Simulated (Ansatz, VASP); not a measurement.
## Al in VASP and in Ansatz

Contents of INCAR:

```
ALGO = Normal
EDIFF = 1E-6
ENCUT = 520
GGA = PE
ISIF = 2
ISMEAR = 0
LASPH = True
LCHARG = False
LREAL = False
LWAVE = False
NBANDS = 8
NELM = 100
PREC = Accurate
SIGMA = 0.02
```

The input KPOINTS:

```
k-points
0
Gamma
  11 11 11
```

POSCAR

```
Al
1.0
    0.0000000000      2.0248050000      2.0248050000
    2.0248050000      0.0000000000      2.0248050000
    2.0248050000      2.0248050000      0.0000000000
Al
1
Direct
    0.0000000000      0.0000000000      0.0000000000
```

input.yaml

```yaml
crystal:
  lattice:
    - [0.0, 2.024805, 2.024805]
    - [2.024805, 0.0, 2.024805]
    - [2.024805, 2.024805, 0.0]
  atoms:
    - { symbol: Al, position: [0.0, 0.0, 0.0] }
kpoints:
  mp_grid: { grid: [11, 11, 11] }
scf:
  occupations: { method: gaussian, width: 0.02 }
hamiltonian:
  xc: pbe
  pseudopotentials: { kind: all_electron, lapw: { basis_error: 0.001 } }
output:
  forces: true
  stress: true
  eigenvalues: true
```

Alike in both runs: task single point; functional PBE; k mesh 11 × 11 × 11; occupations gaussian, width 0.02 eV; no spin polarisation.

|  | VASP | Ansatz |
| --- | --- | --- |
| version | VASP 6.6.1 | Ansatz 0.2.0 |
| potentials or method | VASP PAW PBE potentials, release 64 (Al) | all-electron LAPW, scalar-relativistic |
| plane-wave cutoff (eV) | 520 | see its input |

|  | VASP | Ansatz | Ansatz less VASP |
| --- | --- | --- | --- |
| gap on the k mesh at the Fermi level (eV) | none | none | - |
| pressure (GPa) | -0.5 | -0.5 | +0.03 |

A gap of «none» marks a metal or a gap that the smearing closes. Ansatz ran all-electron here, so the differences hold the error of VASP's frozen core and of both bases.
